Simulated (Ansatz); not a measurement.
CaO (wurtzite) (no longer in that coordination), relaxed with r2SCAN in the plane-wave code Ansatz. It is hexagonal, P6_3/mmc (No. 194); conventional cell a = 3.981 Å, c = 4.770 Å, 16.37 Å³ an atom. Around Ca lie 5 O at 2.30–2.39 Å; around O lie 5 Ca at 2.30–2.39 Å. The cell started from the wurtzite prototype, but the relaxation took it to the higher symmetry P6_3/mmc (No. 194), so the name no longer describes it.

The axes x, y and z are those of this cell:
```yaml
crystal:
  lattice:
    - [3.98084, 0.00000, 0.00000]
    - [-1.99042, 3.44751, 0.00000]
    - [0.00000, 0.00000, 4.77044]
  atoms:
    - { symbol: Ca, position: [0.33333, 0.66667, 0.93750] }
    - { symbol: Ca, position: [0.66667, 0.33333, 0.43750] }
    - { symbol: O, position: [0.33333, 0.66667, 0.43750] }
    - { symbol: O, position: [0.66667, 0.33333, 0.93750] }
```

Unstrained: With PBE the gap is 3.206 eV and direct, at Γ. With r2SCAN the gap is 3.633 eV and direct, at Γ. The HSE06 gap is direct at Γ: 4.579 eV. Meshes: PBE 12×12×6, r2SCAN 12×12×6, HSE06 6×6×4. Strains are changes of length per length, and xy shears are angles. After each strain the atoms were relaxed again with r2SCAN within the symmetry that the strain leaves, so tilts or polar shifts that break it weren't tested; points keep the names that they have in the unstrained zone. The calculation is spin-unpolarised, and the structure need not be a phase that has been made.

Task: Estimate what uniaxial -0.5 % along z, other directions held does to the gap.

Result: PBE: the gap goes from 3.206 to 3.208 eV (+0.002 eV). r2SCAN: the gap goes from 3.633 to 3.634 eV (+0.001 eV). HSE06: the gap goes from 4.579 to 4.586 eV (+0.007 eV). The r2SCAN energy rises by 0.3 meV an atom.

Task: Apply isotropic -2.5 % on every length. How far does the gap move, against the unstrained cell?

Result: PBE: the gap goes from 3.206 to 3.473 eV (+0.267 eV). r2SCAN: the gap goes from 3.633 to 3.905 eV (+0.272 eV). HSE06: the gap goes from 4.579 to 4.882 eV (+0.303 eV). The r2SCAN energy rises by 29.4 meV an atom.

Task: Apply isotropic -3.0 % on every length. How far does the gap move, against the unstrained cell?

Result: PBE: the gap goes from 3.206 to 3.528 eV (+0.322 eV). r2SCAN: the gap goes from 3.633 to 3.960 eV (+0.327 eV). HSE06: the gap goes from 4.579 to 4.944 eV (+0.365 eV). The r2SCAN energy rises by 43.0 meV an atom.

Task: Apply xy shear, engineering strain (angle) +2.5 %. How far does the gap move, against the unstrained cell?

Result: PBE: the gap goes from 3.206 to 3.205 eV (-0.001 eV). r2SCAN: the gap goes from 3.633 to 3.633 eV (0.000 eV). HSE06: the gap goes from 4.579 to 4.578 eV (-0.001 eV). The r2SCAN energy rises by 0.4 meV an atom.

The meshes of the hybrids are coarse, so their gaps aren't converged to the digits shown.
